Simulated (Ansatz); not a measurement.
## SnO: relaxed-ion elastic tensor

The calculation used Ansatz, DFT PBE, scalar-relativistic, plane waves, PAW. Cutoff 420 eV, 10×10×8 k-points (Γ-centred), fixed occupations. No spin polarisation.

The cell, relaxed at this level:
```
Sn O
1.0
     3.86793    0.00000    0.00000
     0.00000    3.86793    0.00000
     0.00000    0.00000    5.07357
Sn O
2 2
Direct
  0.00000 0.50000 0.22849
  0.50000 0.00000 0.77151
  0.00000 0.00000 0.00000
  0.50000 0.50000 0.00000
```

It was relaxed at this level from a cell as deposited in COD. Spin–orbit coupling is left out, which matters for heavy elements. No dispersion correction is applied, so modes and constants that involve weak contacts between layers, chains or molecules come out too soft.

(1) Give the relaxed-ion elastic constants (GPa, Voigt order xx yy zz yz xz xy, on the Cartesian axes of the cell above).

(2) Is the crystal stable against homogeneous strain?

(3) And the moduli of a polycrystal (Hill averages)?

Results:

(1)
```
82.8 75.1  8.0  0.0  0.0  0.0
75.1 82.8  8.0  0.0  0.0  0.0
 8.1  8.1 20.1  0.0  0.0  0.0
 0.0  0.0  0.0 18.2  0.0  0.0
 0.0  0.0  0.0  0.0 18.2  0.0
 0.0  0.0  0.0  0.0  0.0 74.0
```

(2) Yes: the least eigenvalue of the tensor is 7.7 GPa.

(3) B = 30 GPa, G = 20 GPa, E = 48 GPa, ν = 0.23.
